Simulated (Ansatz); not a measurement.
CO on a (110) slab of TiO₂ (P4_2/mnm (No. 136)), 6 planes, outer planes O (top) and O (bottom), 1 a cell of 38.5 Å², relaxed and still whole (its atoms last):

```
CELL_PARAMETERS angstrom
5.90853 0.00000 0.00000
0.00000 6.51694 0.00000
0.00000 0.00000 23.80816
ATOMIC_POSITIONS crystal
O 0.00000 0.00000 0.33602
O 0.50000 0.00000 0.33602
Ti 0.00000 0.50000 0.38957
Ti 0.50000 0.50000 0.38957
Ti 0.25000 0.00000 0.38957
Ti 0.75000 0.00000 0.38957
O 0.25000 0.30438 0.38957
O 0.75000 0.30438 0.38957
O 0.25000 0.69562 0.38957
O 0.75000 0.69562 0.38957
O 0.00000 0.00000 0.44311
O 0.50000 0.00000 0.44311
O 0.00033 0.50062 0.46730
O 0.49972 0.50061 0.46730
Ti 0.99984 0.00014 0.51885
Ti 0.50016 0.00019 0.51885
Ti 0.24989 0.50010 0.53061
Ti 0.74993 0.50055 0.53022
O 0.24998 0.81179 0.53182
O 0.75001 0.81213 0.53172
O 0.24999 0.18871 0.53185
O 0.75001 0.18956 0.53067
O 0.99947 0.49946 0.57541
O 0.50045 0.49951 0.57540
C 0.74616 0.25247 0.68433
O 0.74729 0.10658 0.65813
```

Computed with DFT PBE+D3(BJ), scalar-relativistic, plane waves, PAW in Ansatz. Plane waves to 420 eV, a k mesh through Γ of 3×3×1 on the computed 26-atom cell and Gaussian smearing (0.05 eV); no spin polarisation. The cell repeats along c with a dipole correction in the vacuum.

It binds with 0.17 eV a molecule against the clean slab and the free molecule (no zero-point or thermal terms); its shortest contact is O–O 3.08 Å. Take first-order desorption with no barrier to adsorption, no reaction on the face and an assumed prefactor of 10^13 s⁻¹.

Q: How long does a molecule stay at 400 K?

A: τ = ν⁻¹·exp(E/k_BT) with k_BT = 0.0345 eV: E/k_BT = 4.9, so τ ≈ 1×10^-11 s. At about one hit a site a second (10⁻⁶ mbar) the coverage is near τ × 1 s⁻¹, so a layer needs more than atmospheric pressure.

Q: Where does its peak lie in a desorption experiment heated at 5 K/s?

A: The peak obeys E/(k_B·T_p²) = (ν/β)·exp(−E/k_BT_p). Solving gives T_p ≈ 68 K (E/k_BT_p = 29.2). An error of 0.1 eV in E moves it by about 40 K, and larger molecules have larger prefactors, which lowers it.

Q: Is this physisorption or chemisorption?

A: The tightest contact, O–Ti 3.69 Å, is 1.63 times the sum of covalent radii, and deformation and lateral interaction add up to 0.00 eV; under 0.01 e cross the plane between them. This is physisorption.